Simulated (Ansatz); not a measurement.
Run this with Ansatz 0.2.0, Python API and show what comes out.

The script reads `pbs.xyz`:
```text
4
Lattice="11.29827708 0.0 0.0 0.0 3.00437503 3.00618079 0.0 -3.00437503 3.00618079" Properties=species:S:1:pos:R:3 pbc="T T T"
Pb    7.05669372   -1.50218751    3.04609103
Pb    4.24158336    1.50218751    3.04609103
S     6.93347301    1.50218751    3.09253015
S     4.36480407   -1.50218751    3.09253015
```

`elastic_pbs.py`
```python
import warnings

import ansatz as az
import numpy as np


def main() -> None:
    warnings.simplefilter("ignore", az.DeckWarning)

    crystal = az.Crystal.from_extxyz("pbs.xyz")

    job = (
        crystal.calculation()
        .functional("pbesol")
        .basis(450)
        .occupations("Fermi-Dirac", width=0.05)
        .kpoints(2, 6, 6)
    )
    outcome = job.elastic("clamped_ion").run(threads=1)
    elastic = outcome.elastic

    C = np.asarray(elastic.c_gpa)
    for i in range(6):
        for j in range(i, 6):
            if abs(C[i, j]) > 0.05:
                print(f"C{i + 1}{j + 1} = {C[i, j]:.1f} GPa")
    print("smallest eigenvalue of C:", round(elastic.stability.min_eigenvalue_gpa, 1), "GPa; tensor positive definite:", elastic.stability.min_eigenvalue_gpa > 0)
    if elastic.stability.min_eigenvalue_gpa > 0:
        m = elastic.moduli
        anisotropy = 5 * m.g_voigt_gpa / m.g_reuss_gpa + m.k_voigt_gpa / m.k_reuss_gpa - 6
        print(f"Voigt K {m.k_voigt_gpa:.1f} G {m.g_voigt_gpa:.1f}; Reuss K {m.k_reuss_gpa:.1f} G {m.g_reuss_gpa:.1f}; universal anisotropy index {anisotropy:.3f}")


if __name__ == "__main__":
    main()
```

```console
$ python elastic_pbs.py
C11 = 48.6 GPa
C12 = 9.0 GPa
C13 = 9.0 GPa
C22 = 59.0 GPa
C23 = 6.9 GPa
C33 = 59.0 GPa
C44 = 11.1 GPa
C55 = 8.0 GPa
C66 = 8.0 GPa
smallest eigenvalue of C: 8.0 GPa; tensor positive definite: True
Voigt K 23.9 G 14.9; Reuss K 23.8 G 11.8; universal anisotropy index 1.343
```

The cell holds layers, chains or clusters in vacuum, no bulk phase; its stress is averaged over the vacuum too and scales with the cell's height. A positive definite tensor excludes instabilities under uniform strain alone; phonons elsewhere in the zone can still be imaginary. The cell stands under an uneven stress, so these stress-strain coefficients aren't symmetric, and eigenvalues smaller than that stress decide nothing. In a crystal with a gap the Fermi level's place inside it depends on smearing and mesh. Points of the mesh across the vacuum add cost only. Spin-orbit coupling, which matters for elements this heavy, is left out. These are clamped-ion constants: where atoms have free coordinates under strain, the relaxed-ion ones can be far smaller or negative, so this tensor doesn't settle whether the crystal is stable. This cell is a computed structure, which may not be the phase found in nature. The constants belong to the cell that was strained; where it wasn't relaxed first it may be under stress. Hardware and time: 5.8 min on 1 thread of Arm Neoverse V1, on a shared host, peak memory 0.57 GiB.
